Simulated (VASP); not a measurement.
Input of a VASP 6.6.1 run:

Contents of INCAR:

```
  PREC = Accurate
  ENCUT = 520
  EDIFF = 1E-6
  ISMEAR = 0
  SIGMA = 0.1
  LREAL = F
  LASPH = T
  NELM = 80
  ALGO = Normal
  ISIF = 2
  LWAVE = F
  LCHARG = F
  GGA = PE
  NBANDS = 10
```

File KPOINTS:

```
regular mesh
0
Gamma
  4 4 4
```

File POSCAR:

```
Mg
1.0
    0.0000000000      3.4790189994      3.4790189994
    3.4790189994      0.0000000000      3.4790189994
    3.4790189994      3.4790189994      0.0000000000
Mg
3
Direct
    0.2500000000      0.2500000000      0.2500000000
    0.5000000000      0.5000000000      0.5000000000
    0.7500000000      0.7500000000      0.7500000000
```

Potentials or basis: VASP PAW PBE potentials, release 64 (Mg).

Launch:

```bash
$ cat potpaw_PBE.64/Mg/POTCAR > POTCAR
$ mpirun -np 1 vasp_std > vasp.out
```

Question: Predict the pressure.

Answer: 0.1 GPa.

Question: Estimate the band gap on the k mesh.

Answer: None (metal or under the smearing width).

Caveat: the k mesh is coarse (spacing up to 0.39 Å⁻¹), so the values aren't converged.
